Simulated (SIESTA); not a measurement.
Mo:

```
CELL_PARAMETERS angstrom
-1.58381 1.58381 1.58381
1.58381 -1.58381 1.58381
1.58381 1.58381 -1.58381
ATOMIC_POSITIONS crystal
Mo 0.00000 0.00000 0.00000
```

Base run:

| Quantity | Value |
| --- | --- |
| Program | SIESTA 5.4.2 |
| Functional | PBE |
| Potentials or basis | PseudoDojo 0.4 standard (PBE files) |
| Basis | DZP (energy shift 0.003 Ry; two zetas on semicore shells) |
| Grid cutoff | 800 Ry |
| Energy shift | 0.003 Ry |
| k mesh | 12 × 12 × 12 |
| Occupations | fermi-dirac, width 0.05 eV |
| Spin | no spin polarisation |

Its results: band gap on the k mesh none (metal or under the smearing width); pressure 1.0 GPa.

Q: The run is repeated on the same cell with these changes: functional from PBE to PBEsol; potentials or basis from PseudoDojo 0.4 standard (PBE files) to PseudoDojo 0.4 standard (PBEsol files). What comes out?

A: Band gap on the k mesh none (metal or under the smearing width); pressure -6.6 GPa.

Caveats: the basis of atomic orbitals isn't converged, which shifts pressures, moduli and gaps.
